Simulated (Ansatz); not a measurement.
# SnSe2: how the settings move a single-point run

Question: which choices in the input matter for SnSe2? The cell is built on a prototype (3R-MoS2 type) and needn't be the phase found in nature.

Method: reference: DFT, HSE06, plane waves, PAW, in Ansatz 0.2.0.

2 further runs of the same task are left out: 2 that didn't finish.

## (1) The starting structure

The structure is trigonal, space group R3m (No. 160). The conventional cell has a = 3.790 Å, b = 3.790 Å, c = 18.081 Å, α = 90.00°, β = 90.00°, γ = 120.00°. Sn (site symmetry 3m) is surrounded by 6 Se at 2.77 to 2.78 Å. Se (site symmetry 3m) has 3 Sn at 2.78 Å as nearest neighbours. Around Se (site symmetry 3m) lie 3 Sn at 2.77 Å.

Structure file:

```cif
data_structure
_symmetry_space_group_name_H-M 'R3m:H'
_symmetry_Int_Tables_number 160
_cell_length_a 3.7900
_cell_length_b 3.7900
_cell_length_c 18.0807
_cell_angle_alpha 90.000
_cell_angle_beta 90.000
_cell_angle_gamma 120.000
_cell_volume 224.92
loop_
_atom_site_label
_atom_site_type_symbol
_atom_site_symmetry_multiplicity
_atom_site_Wyckoff_symbol
_atom_site_fract_x
_atom_site_fract_y
_atom_site_fract_z
_atom_site_occupancy
Sn1 Sn 3 a 0.00000 0.00000 0.00023 1
Se1 Se 3 a 0.33333 0.66667 0.23879 1
Se2 Se 3 a 0.66667 0.33333 0.09431 1
```

## (2) Reference

File input.yaml:

```yaml
crystal:
  lattice:
    - [1.8950116508, 1.0940854867, 6.0269119653]
    - [-1.8950116508, 1.0940854867, 6.0269119653]
    - [0.0, -2.1881709734, 6.0269119653]
  atoms:
    - { symbol: Sn, position: [-0.0002292479, -0.0002292479, -0.0002292479] }
    - { symbol: Se, position: [0.4278747019, 0.4278747019, 0.4278747019] }
    - { symbol: Se, position: [0.2390212127, 0.2390212127, 0.2390212127] }
kpoints:
  mp_grid: { grid: [4, 4, 4] }
hamiltonian:
  xc: hse06
scf:
  occupations: { method: fermi_dirac, width: 0.02 }
  n_extra_bands: 4
output:
  forces: true
  stress: true
  eigenvalues: true
```

Command:

```sh
ansatz run input.yaml --threads 4 --pin off --max-ram 3686MiB --backend cpu --events-out ev --progress --plain --runs-dir out
```

Standard output, shortened:

```text
Warning: output.stress: scf.convergence.dr2_threshold = 1e-7 eV (the SCF's general default) is looser than the 3e-10 eV advised for a printed stress (1e-10 eV for each atom of the cell: 3). What an SCF threshold leaves in a stress goes as its square root, and in the free energy as the [...]
Warning: output.stress: scf.exx.energy_threshold = 1e-6 eV is looser than the 3e-8 eV advised for a stress under a hybrid functional (1e-8 eV for each atom of the cell: 3). Every SCF of the exchange loop can meet its threshold on dr2 while the loop round them stops early: no threshold on [...]
Warning: RAYON_NUM_THREADS=4 ignored (pool sized by the plan → 4); use --threads N
[...]
scf.n_extra_bands = 4 over 23 filled bands (N_el = 46.0): the run solves 27 bands
[...]
Pseudopotentials: kind: paw
Pseudopotential: Sn, paw, valence charge 14, recommended cutoff 420 eV (normal), Sn.paw.azcp
Pseudopotential: Se, paw, valence charge 16, recommended cutoff 420 eV (normal), Se.paw.azcp
Functional definition: HSE06
[...]
Crystal: 3 atoms, lattice volume = 74.974 Å³
Basis set: ecut = 420 eV, 1467 PW (Γ), FFT grids on a1−a3, a2−a3, a3, exchange–correlation on 54×54×90 points (8 copies of the dense FFT grid, shifted against one another)
Bands: 27, of which v1, the nominal top of the filled ones, is band 23 counted from 1 (22 counted from 0)
Symmetry: 6 space group operations
Space group: R3m (ITA 160), of the structure as read, at distance tolerance 4.2e-5 Å
k-points: 13 of 64 (time reversal used)
[...]
SCF iter   1: F=—  HF=-16962.558420 eV  |F-HF|=—  |Δ(HF+E_count)|=         —  Δρ=3.72e-3  dr2=1.26e-2  ethr=1.77e-3  ⟨swp⟩=6.1  Hψ=1312  notcnv=0
[...]
Frozen-core exchange: fock
[...]
SCF 2 stopped early in 9 iterations: F = -16969.478807 eV  dr2 = 8.61e-6
[...]
hybrid outer 1: dexx = +4.165e-2 eV, tail = 5.27e-4 eV
[...]
Frozen-core exchange: fock
[...]
hybrid outer 2: dexx = +8.636e-6 eV, tail = 2.17e-7 eV, Δε = 9.02e-3 eV (about 5.11e-4 eV left of the loop's levels), ΔF = 3.72e-2 eV/Å (tail 8.67e-3)
[...]
Frozen-core exchange: fock
[...]
SCF iter   4: F=-16969.479220 eV  HF=-16969.479220 eV  |F-HF|=2.18e-11  |Δ(HF+E_count)|=  3.35e-10  Δρ=3.86e-7  dr2=7.73e-11  ethr=1.97e-12  ⟨swp⟩=4.0  Hψ=850  notcnv=0
[...]
hybrid outer 3: dexx = +1.079e-8 eV, tail = 4.63e-10 eV, Δε = 1.85e-4 eV (about 4.51e-5 eV left of the loop's levels), ΔF = 1.08e-3 eV/Å (tail 4.17e-4)
hybrid SCF converged: 3 outer / 21 inner (+10 warm-up), last move |dexx| = 1.08e-8 eV, tail = 4.63e-10 eV
Stability not checked: this state was not tested for a lower state beside it, because the functional holds exact exchange (a hybrid, or Hartree-Fock), whose exchange loop this test does not read (fock_operator; see scf.lower_state_search)
Free energy (F): -16969.479220 eV
Frozen-core exchange: fock
[...]
E sigma→0 (E₀):  -16969.478512 eV
Entropy (-TS):   -0.001415 eV (-0.472 meV/atom)
Fermi energy:    8.945220 eV
[...]
--- Forces (eV/Å), atoms counted from 1 ---
  atom   1  Sn     0.00000000    -0.00000000     0.01455573
  atom   2  Se    -0.00000000    -0.00000000    -0.32248343
  atom   3  Se    -0.00000000     0.00000000     0.30791613
[...]
--- Stress (GPa, compression-positive) ---
        0.504834      -0.000000       0.000000
       -0.000000       0.504834       0.000000
        0.000000       0.000000      -0.365235
  P = ⅓ Tr σ = 0.2148 GPa (2.148 kbar)
--- Band table (eV; the first three rows and the last of 13) ---
  k-point 0: bands = ["-42.4596", "-42.4596", "-42.4558", "-42.4558", "-42.4543", "-42.4149", "-42.4149", "-42.4012", "-42.4012", "-42.3951", "-15.2944", "-15.2944", "-15.2317", "-15.2317", "-15.2186", "-6.9709", "-4.9171", "0.7282", "7.6523", "7.6523", "8.1429", "8.1539", "8.1539", [...]
[...]
```

Run time: 23 s. Hardware: 4 threads of AMD EPYC 7B13 (Zen 3), shared host; peak memory 1.4 GiB.

## (3) Changing settings: exchange pbe, correlation pbe, coeff 0.3, omega 0.1

Edit input.yaml of step 2 so:

```diff
@@ -12,3 +12,3 @@
 hamiltonian:
-  xc: hse06
+  xc: { exchange: pbe, correlation: pbe, exx: { coeff: 0.3, omega: 0.1 } }
 scf:
```

Command:

```sh
ansatz run input.yaml --threads 4 --pin off --max-ram 3686MiB --backend cpu --events-out ev --progress --plain --runs-dir out
```

Standard output, shortened:

```text
Warning: output.stress: scf.convergence.dr2_threshold = 1e-7 eV (the SCF's general default) is looser than the 3e-10 eV advised for a printed stress (1e-10 eV for each atom of the cell: 3). What an SCF threshold leaves in a stress goes as its square root, and in the free energy as the [...]
Warning: output.stress: scf.exx.energy_threshold = 1e-6 eV is looser than the 3e-8 eV advised for a stress under a hybrid functional (1e-8 eV for each atom of the cell: 3). Every SCF of the exchange loop can meet its threshold on dr2 while the loop round them stops early: no threshold on [...]
Warning: RAYON_NUM_THREADS=4 ignored (pool sized by the plan → 4); use --threads N
[...]
scf.n_extra_bands = 4 over 23 filled bands (N_el = 46.0): the run solves 27 bands
[...]
[... 3 set-up lines as earlier in the session ...]
Functional definition: unnamed
[...]
Crystal: 3 atoms, lattice volume = 74.974 Å³
[...]
Frozen-core exchange: fock
[...]
SCF iter  10: F=-16970.940642 eV  HF=-16970.940642 eV  |F-HF|=1.82e-10  |Δ(HF+E_count)|=  2.87e-10  Δρ=5.15e-7  dr2=2.68e-10  ethr=1.00e-12  ⟨swp⟩=4.0  Hψ=793  notcnv=0
[...]
hybrid outer 4: dexx = +1.514e-6 eV, tail = 2.62e-8 eV, Δε = 6.47e-3 eV (about 3.83e-4 eV left of the loop's levels), ΔF = 2.19e-3 eV/Å (tail 9.68e-4)
hybrid SCF converged: 4 outer / 28 inner (+10 warm-up), last move |dexx| = 1.51e-6 eV, tail = 2.62e-8 eV
Stability not checked: this state was not tested for a lower state beside it, because the functional holds exact exchange (a hybrid, or Hartree-Fock), whose exchange loop this test does not read (fock_operator; see scf.lower_state_search)
Free energy (F): -16970.940643 eV
Frozen-core exchange: fock
[...]
E sigma→0 (E₀):  -16970.940642 eV
Entropy (-TS):   -0.000000 eV (-0.000 meV/atom)
Fermi energy:    8.908559 eV
[...]
--- Forces (eV/Å), atoms counted from 1 ---
  atom   1  Sn     0.00000000    -0.00000000     0.02349139
  atom   2  Se    -0.00000000     0.00000000    -0.49162809
  atom   3  Se     0.00000000     0.00000000     0.46817517
[...]
--- Stress (GPa, compression-positive) ---
       -0.747931      -0.000000       0.000000
       -0.000000      -0.747931      -0.000000
        0.000000       0.000000      -0.866647
  P = ⅓ Tr σ = -0.7875 GPa (-7.875 kbar)
--- Band table (eV; the first three rows and the last of 13) ---
[... band rows left out ...]
[...]
```

Run time: 27 s. Hardware: 4 threads of AMD EPYC 7B13 (Zen 3), shared host; peak memory 1.4 GiB.

Total energies don't compare across a change of functional; the pressure goes from 0.2 to -0.8 GPa, the gap on the mesh goes from 0.06 to 0.52 eV and the largest force goes from 0.32 to 0.49 eV/Å. At this fixed cell a lower pressure means that this functional prefers a smaller volume than the reference.

## (4) Changing settings: exchange pbe, correlation pbe, coeff 0.2, omega 0.2078

Edit input.yaml of step 2 so:

```diff
@@ -12,3 +12,6 @@
 hamiltonian:
-  xc: hse06
+  xc:
+    exchange: pbe
+    correlation: pbe
+    exx: { coeff: 0.2, omega: 0.2078 }
 scf:
```

Command:

```sh
ansatz run input.yaml --threads 4 --pin off --max-ram 3686MiB --backend cpu --events-out ev --progress --plain --runs-dir out
```

Standard output, shortened:

```text
Warning: output.stress: scf.convergence.dr2_threshold = 1e-7 eV (the SCF's general default) is looser than the 3e-10 eV advised for a printed stress (1e-10 eV for each atom of the cell: 3). What an SCF threshold leaves in a stress goes as its square root, and in the free energy as the [...]
Warning: output.stress: scf.exx.energy_threshold = 1e-6 eV is looser than the 3e-8 eV advised for a stress under a hybrid functional (1e-8 eV for each atom of the cell: 3). Every SCF of the exchange loop can meet its threshold on dr2 while the loop round them stops early: no threshold on [...]
Warning: RAYON_NUM_THREADS=4 ignored (pool sized by the plan → 4); use --threads N
[...]
scf.n_extra_bands = 4 over 23 filled bands (N_el = 46.0): the run solves 27 bands
[...]
[... 4 set-up lines as earlier in the session ...]
[...]
Crystal: 3 atoms, lattice volume = 74.974 Å³
[...]
Frozen-core exchange: fock
[...]
SCF iter   2: F=-16968.069367 eV  HF=-16968.069367 eV  |F-HF|=4.51e-10  |Δ(HF+E_count)|=   1.03e-9  Δρ=8.48e-7  dr2=6.62e-10  ethr=3.31e-12  ⟨swp⟩=4.0  Hψ=1039  notcnv=0
[...]
hybrid outer 3: dexx = +6.453e-10 eV, tail = 1.50e-9 eV, Δε = 1.02e-4 eV (about 5.39e-5 eV left of the loop's levels), ΔF = 3.64e-4 eV/Å (tail 2.04e-4)
hybrid SCF converged: 3 outer / 17 inner (+10 warm-up), last move |dexx| = 6.45e-10 eV, tail = 1.50e-9 eV
Stability not checked: this state was not tested for a lower state beside it, because the functional holds exact exchange (a hybrid, or Hartree-Fock), whose exchange loop this test does not read (fock_operator; see scf.lower_state_search)
Free energy (F): -16968.069367 eV
Frozen-core exchange: fock
[...]
E sigma→0 (E₀):  -16968.068288 eV
Entropy (-TS):   -0.002158 eV (-0.719 meV/atom)
Fermi energy:    9.005777 eV
[...]
--- Forces (eV/Å), atoms counted from 1 ---
  atom   1  Sn     0.00000000    -0.00000000     0.01077332
  atom   2  Se    -0.00000000    -0.00000000    -0.21996328
  atom   3  Se     0.00000000     0.00000000     0.20920015
[...]
--- Stress (GPa, compression-positive) ---
        1.419482      -0.000000       0.000000
       -0.000000       1.419482       0.000000
        0.000000       0.000000      -0.128382
  P = ⅓ Tr σ = 0.9035 GPa (9.035 kbar)
--- Band table (eV; the first three rows and the last of 13) ---
[... band rows left out ...]
[...]
```

Wall time 23 s (4 threads of AMD EPYC 7B13 (Zen 3), shared host); peak memory 1.4 GiB.

A change of functional puts the total energy on another scale; the pressure goes from 0.2 to 0.9 GPa, the gap on the mesh closes (it was 0.06 eV) and the largest force goes from 0.32 to 0.22 eV/Å. At this fixed cell a higher pressure means that this functional prefers a larger volume than the reference.

(Part 1 of 2 ends here.)
